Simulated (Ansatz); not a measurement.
SiO₂: a run for the field gradients

```yaml
crystal:
  lattice:
    - [4.95800694, 0.0, 0.0]
    - [0.0, 8.74132278, 0.0]
    - [0.0, 0.0, 8.67864274]
  atoms:
    - { symbol: Si, position: [0.93371437, 0.17405478, 0.18125693] }
    - { symbol: Si, position: [0.06628563, 0.82594522, 0.18125693] }
    - { symbol: Si, position: [0.43371437, 0.32594522, 0.31874307] }
    - { symbol: Si, position: [0.93371437, 0.17405478, 0.81874307] }
    - { symbol: Si, position: [0.06628563, 0.82594522, 0.81874307] }
    - { symbol: Si, position: [0.43371437, 0.32594522, 0.68125693] }
    - { symbol: Si, position: [0.56628563, 0.67405478, 0.31874307] }
    - { symbol: Si, position: [0.56628563, 0.67405478, 0.68125693] }
    - { symbol: O, position: [0.01355129, 0.8012656, 0.0] }
    - { symbol: O, position: [0.5, 0.5, 0.27156622] }
    - { symbol: O, position: [0.51355129, 0.6987344, 0.5] }
    - { symbol: O, position: [0.98644871, 0.1987344, 0.0] }
    - { symbol: O, position: [0.12317522, 0.28894736, 0.72160604] }
    - { symbol: O, position: [0.87682478, 0.71105264, 0.72160604] }
    - { symbol: O, position: [0.0, 0.0, 0.77156622] }
    - { symbol: O, position: [0.62317522, 0.21105264, 0.22160604] }
    - { symbol: O, position: [0.37682478, 0.78894736, 0.22160604] }
    - { symbol: O, position: [0.5, 0.5, 0.72843378] }
    - { symbol: O, position: [0.37682478, 0.78894736, 0.77839396] }
    - { symbol: O, position: [0.12317522, 0.28894736, 0.27839396] }
    - { symbol: O, position: [0.62317522, 0.21105264, 0.77839396] }
    - { symbol: O, position: [0.48644871, 0.3012656, 0.5] }
    - { symbol: O, position: [0.0, 0.0, 0.22843378] }
    - { symbol: O, position: [0.87682478, 0.71105264, 0.27839396] }
kpoints:
  mp_grid: { grid: [5, 3, 3] }
scf:
  max_iter: 50
hamiltonian:
  xc: pbe
  pseudopotentials: { kind: paw }
output:
  forces: true
  stress: true
  populations: true
  efg: { quadrupole_moments_barn: { O: -0.02558 }, contact_densities: true }
```

```sh
ansatz run input.yaml --threads 1 --pin off --max-ram 2560MiB --backend cpu --events-out ev --progress --plain --runs-dir out
```

(1) Does this calculation finish, and if not, why?

## Answers

(1) The input was rejected before any iteration. The input holds no occupation method. The program says:

```
Error: YAML parse error: `scf.occupations.method` is required: fixed only where the cell keeps a band gap throughout the run, explicit beside scf.occupations.values (under evaluate: without them), else a smearing such as fermi_dirac (scf.occupations.width is optional; its entry in the input reference gives the default)
```

Against a sound input the change was `scf.occupations`: {method: fermi_dirac, width: 0.02} → not typed; `scf.max_iter`: not typed → 50.

With the sound settings the run converges and gives V_zz (10²¹ V/m²) Si 0.51 (η 0.97), O9 9.65 (η 0.13), O10 9.50 (η 0.09), O13 9.18 (η 0.22); a site carries the number of its first atom in the input. The largest force is 0.3 eV/Å, so the atoms aren't at the calculated equilibrium and relaxing them would move these values.
